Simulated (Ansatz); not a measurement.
# SiC: the band gap up the ladder of functionals

The task here is to estimate one member of a computed series from the others.

The runs shown are made with Ansatz 0.2.0. PAW datasets, plane waves. (Simulation; spin polarisation is off.)

## The structure to begin with

The cell was relaxed beforehand with r2SCAN.

The symmetry is P6_3mc (No. 186, hexagonal); a = 3.075 Å, c = 5.048 Å in the conventional setting, 10.34 Å³ an atom. Around Si lie 4 C at 1.88–1.90 Å; around C lie 4 Si at 1.88–1.90 Å.

Coordinates:

```cif
data_structure
_symmetry_space_group_name_H-M 'P 1'
_symmetry_Int_Tables_number 1
_cell_length_a 3.0754
_cell_length_b 3.0754
_cell_length_c 5.0481
_cell_angle_alpha 90.000
_cell_angle_beta 90.000
_cell_angle_gamma 120.000
_cell_volume 41.35
loop_
_atom_site_label
_atom_site_type_symbol
_atom_site_fract_x
_atom_site_fract_y
_atom_site_fract_z
_atom_site_occupancy
Si1 Si 0.33333 0.66667 0.00459 1
Si2 Si 0.66667 0.33333 0.50459 1
C1 C 0.33333 0.66667 0.38041 1
C2 C 0.66667 0.33333 0.88041 1
```

Set-up of the first run:

The input, input.yaml:

```yaml
crystal:
  lattice:
    - [3.0753565471, 0.0, 0.0]
    - [-1.5376782736, 2.6633368955, 0.0]
    - [0.0, 0.0, 5.0481095356]
  atoms:
    - { symbol: Si, position: [0.3333333333, 0.6666666667, 0.0045919551] }
    - { symbol: Si, position: [0.6666666667, 0.3333333333, 0.5045919551] }
    - { symbol: C, position: [0.3333333333, 0.6666666667, 0.3804080449] }
    - { symbol: C, position: [0.6666666667, 0.3333333333, 0.8804080449] }
kpoints:
  mp_grid: { grid: [12, 12, 6] }
  band_path:
    path:
      - [[0.0, 0.0, 0.0], [0.5, 6.658213522158e-17, -2.776899147294e-34], [0.3333333333333, 0.3333333333333, -5.604593107322e-34], [0.0, 0.0, 0.0], [1.237255780571e-52, 1.264632628557e-50, 0.5], [0.5, 6.658213522158e-17, 0.5], [0.3333333333333, 0.3333333333333, 0.5], [1.237255780571e-52, 1.264632628557e-50, 0.5]]
      - [[0.5, 6.658213522158e-17, 0.5], [0.5, 6.658213522158e-17, -2.776899147294e-34]]
      - [[0.3333333333333, 0.3333333333333, 0.5], [0.3333333333333, 0.3333333333333, -5.604593107322e-34]]
    npoints: 10
hamiltonian:
  xc: pbe
scf:
  occupations: { method: fermi_dirac, width: 0.02 }
  n_extra_bands: 5
output:
  forces: true
  stress: true
  eigenvalues: true
```

Command:

```bash
$ ansatz run input.yaml --threads 2 --pin off --max-ram 4608MiB --backend cpu --events-out ev --progress --plain --runs-dir out
```

Steps of the session up to this table: PBE bands along the symmetry lines; r2SCAN; HSE06 at the same geometry; PBE0 at the same geometry; LDA at the same geometry; Quasiparticle levels, G0W0@PBE; Single point with DDH-PBE0; r2SCAN0; r2SCANh.

One of the session's tables, all rows but one given; the rest of the session is left out.

```
                     level  gap (eV)
                       PBE         ?
                    r2SCAN      2.65
                     HSE06      3.16
                      PBE0      3.88
                       LDA      2.16
G0W0@PBE (123 empty bands)      2.99
G0W0@PBE (306 empty bands)      3.18
                  DDH-PBE0      3.18
                   r2SCAN0      4.11
                   r2SCANh      3.23
```

**Question.** Estimate the row for PBE.

The run gave: gap (eV): 2.28. In the column «gap (eV)» it lies between LDA (2.16) and r2SCAN (2.65).

Meshes: PBE 12×12×6, r2SCAN 12×12×6, HSE06 6×6×4, PBE0 6×6×4, LDA 12×12×6, DDH-PBE0 6×6×4, r2SCAN0 6×6×4, r2SCANh 6×6×4

What this shows: The gap runs from 2.16 eV (LDA) to 4.11 eV (r2SCAN0). Against G0W0@PBE, PBE is short by 0.90 eV, at 72 % of it, and r2SCAN 83 %. PBE0 lies 0.72 eV above HSE06, which differs from it by screening the long-range exchange. G0W0 here is at a finite number of bands, screening cutoff and k mesh, not at the basis limit. All values are for fixed nuclei; lattice motion, which mostly narrows measured gaps, is not included.

Limits of these values: Warnings in the runs' records: stress exchange threshold loose, stress scf threshold loose.
